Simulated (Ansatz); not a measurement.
Here is an Ansatz 0.2.0 calculation.

input.yaml

```yaml
crystal:
  lattice:
    - [-1.9295595657, 1.9295595657, 1.9295595657]
    - [1.9295595657, -1.9295595657, 1.9295595657]
    - [1.9295595657, 1.9295595657, -1.9295595657]
  atoms:
    - { symbol: Tl, position_ang: [0.0, 0.0, 0.0], spin: -0.56 }
kpoints:
  mp_grid: { grid: [10, 10, 10] }
scf:
  occupations: { method: gaussian, width: 0.1 }
hamiltonian:
  xc: pbe
  dispersion: d3bj
  pseudopotentials: { kind: all_electron, lapw: { basis_error: 0.001 } }
magnetization:
  spin_polarized: true
output:
  forces: true
  stress: true
  eigenvalues: true
  populations: true
```

Potentials or basis: all-electron LAPW, scalar-relativistic.

Run with:

```console
$ ansatz run input.yaml --threads 1 --pin off --max-ram 2560MiB --backend cpu --events-out ev --progress --plain --runs-dir out
```

Q: What does it give for the net moment?

A: 0.00 μB per cell.

Q: What does it give for the pressure?

A: 1.0 GPa.

Caveat: pairwise dispersion overbinds metals, which lowers pressure and volume; the starting moments weren't kept. The run has no spin-orbit coupling, so splittings on Tl are missing.
